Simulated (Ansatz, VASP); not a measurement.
# InAs: VASP beside Ansatz

INCAR

```
SYSTEM = InAs
PREC = Accurate
ENCUT = 520
EDIFF = 1E-6
ISMEAR = -1
SIGMA = 0.05
LREAL = .False.
LASPH = .True.
NELM = 80
ALGO = Normal
ISIF = 2
LWAVE = .False.
LCHARG = .False.
GGA = PS
NBANDS = 16
```

KPOINTS

```
Automatic mesh
0
Gamma
  8 8 8
  0 0 0
```

POSCAR

```
InAs
1.0
    0.0000000000      2.8773040000      2.8773040000
    2.8773040000      0.0000000000      2.8773040000
    2.8773040000      2.8773040000      0.0000000000
In As
1 1
Direct
    0.5000000000      0.5000000000      0.5000000000
    0.0000000000      0.0000000000      0.0000000000
```

The input input.yaml:

```yaml
crystal:
  lattice:
    - [0.0, 2.877304, 2.877304]
    - [2.877304, 0.0, 2.877304]
    - [2.877304, 2.877304, 0.0]
  atoms:
    - { symbol: In, position: [0.5, 0.5, 0.5] }
    - { symbol: As, position: [0.0, 0.0, 0.0] }
kpoints:
  mp_grid: { grid: [8, 8, 8] }
  band_path:
    path:
      - [0.0, 0.0, 0.0]
      - [0.5, 0.0, 0.5]
      - [0.5, 0.25, 0.75]
      - [0.375, 0.375, 0.75]
      - [0.0, 0.0, 0.0]
      - [0.5, 0.5, 0.5]
      - [0.625, 0.25, 0.625]
      - [0.5, 0.25, 0.75]
    npoints: 12
scf:
  occupations: { method: fermi_dirac, width: 0.05 }
hamiltonian:
  xc: pbesol
  pseudopotentials: { kind: all_electron, lapw: { basis_error: 0.001 } }
output:
  forces: true
  stress: true
  eigenvalues: true
```

Alike in both runs: functional PBEsol; k mesh 8 × 8 × 8; occupations fermi-dirac, width 0.05 eV; no spin polarisation.

|  | VASP | Ansatz |
| --- | --- | --- |
| version | VASP 6.6.1 | Ansatz 0.2.0 |
| potentials or method | VASP PAW PBE potentials, release 64 (In_d, As) | all-electron LAPW, scalar-relativistic |
| plane-wave cutoff (eV) | 520 | see its input |
| task | single point | band structure |

|  | VASP | Ansatz | Ansatz less VASP |
| --- | --- | --- | --- |
| gap on the k mesh at the Fermi level (eV) | none | none | - |
| pressure (GPa) | -3.1 | -3.3 | -0.16 |

A gap of «none» marks a metal or a gap that the smearing closes. Ansatz ran all-electron here, so the differences hold the error of VASP's frozen core and of both bases.

Caveats: the PAW data sets were made with another functional, which shifts forces and pressure a little (VASP); spin-orbit coupling is left out, which moves the levels of the heavy elements (Ansatz).
